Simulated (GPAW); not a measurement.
CdSe:

```
Cd Se
1.0
     0.00000    3.07027    3.07027
     3.07027    0.00000    3.07027
     3.07027    3.07027    0.00000
Cd Se
1 1
Cartesian
  0.0000 0.0000 0.0000
  4.6054 4.6054 4.6054
```

Measurements of this composition are mostly on another form, of space group No. 186.

Base run:

```yaml
Program: GPAW 26.7.0
Functional: RPBE
Potentials_or_basis: the program's PAW data sets (release 1.2.1) made for this functional
Cutoff: 600 eV
Basis: pw
k_mesh: 6 × 6 × 6
Occupations: fermi-dirac, width 0.05 eV
Spin: spin-orbit coupling, no magnetisation
```

Its results: band gap on the k mesh 0.59 eV, direct; pressure 3.0 GPa.

**Question.** The run is repeated on the same cell with these changes: functional from RPBE to revPBE; band points from 60 to 80. What comes out?

**Answer.** Band gap on the k mesh 0.55 eV, direct; pressure 2.5 GPa.

Caveats: spin-orbit coupling was added after a scalar SCF, so levels and gaps hold it while energy, forces, pressure and moments don't; this program's spin-orbit splittings come out too wide for heavy elements.

Not every run made on this cell is shown here.
